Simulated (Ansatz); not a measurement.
**PbO**

Level of theory: DFT, PBE, scalar-relativistic, no spin polarisation; plane waves to 420 eV with PAW datasets (Ansatz 0.2.0), Γ-centred 8×8×6 mesh, 0.05 eV Gaussian smearing. The datasets are Ansatz's generated set soft_2.

```
Pb O
1.0
     4.05682    0.00000    0.00000
     0.00000    4.05682    0.00000
     0.00000    0.00000    5.59708
Pb O
2 2
Cartesian
  2.0284 0.0000 1.1899
  0.0000 2.0284 4.4071
  0.0000 0.0000 0.0000
  2.0284 2.0284 0.0000
```

The Crystallography Open Database holds a cell of this formula and space group, from which this one stands far in volume, proportions or bonds. The database's entry of this formula in the relaxed cell's space group, P4/nmm, has axes of 3.967 × 3.967 × 4.992 Å and 19.64 Å³/atom (1985), the relaxed one 4.057 × 4.057 × 5.597 Å and 23.03.

Cell and atoms are those of this level's equilibrium.

Elastic constants come from the stress of slightly strained cells with relaxed atoms, in GPa, Voigt order xx, yy, zz, yz, xz, xy in the Cartesian frame of the vectors above.

```
51.78 49.89  4.44  0.00  0.00  0.00
49.89 51.78  4.44  0.00  0.00  0.00
 4.44  4.44  7.25  0.00  0.00  0.00
 0.00  0.00  0.00  5.00  0.00  0.00
 0.00  0.00  0.00  0.00  5.00  0.00
 0.00  0.00  0.00  0.00  0.00 49.38
```

**Question.** Work out the Voigt, Reuss and Hill moduli.

**Answer.** Voigt: K = (C11 + C22 + C33 + 2(C12 + C13 + C23))/9 = 25 GPa, G = (C11 + C22 + C33 − C12 − C13 − C23 + 3(C44 + C55 + C66))/15 = 15.3 GPa. Reuss, from the compliances S = C⁻¹: K = 7.1 GPa, G = 2.9 GPa. Hill means: K = 16.2 GPa, G = 9.1 GPa.

**Question.** And Young's modulus, Poisson's ratio, Pugh's ratio and the anisotropy?

**Answer.** E = 9KG/(3K + G) = 23 GPa, ν = (3K − 2G)/(6K + 2G) = 0.26, K/G = 1.77 (over the 1.75 that Pugh's rule, made for metals, takes as the line between brittle and ductile), universal anisotropy index 5G_V/G_R + K_V/K_R − 6 = 23.6. The eigenvalues of C are 1.9, 5.0, 5.0, 6.8, 49, 102 GPa, all positive.

Voigt's and Reuss's shear moduli differ by over a factor of two, so their mean gives no reliable sound velocity or Debye temperature.

It ran for 3.5 min on 2 threads of Arm Neoverse V1, on a shared host, peak memory 0.5 GiB.

No spin–orbit coupling, a notable omission for heavy elements. The structure is layered, and this functional has no dispersion term, so the layers' spacing is poorly fixed, often too long, and so is what hangs on it.
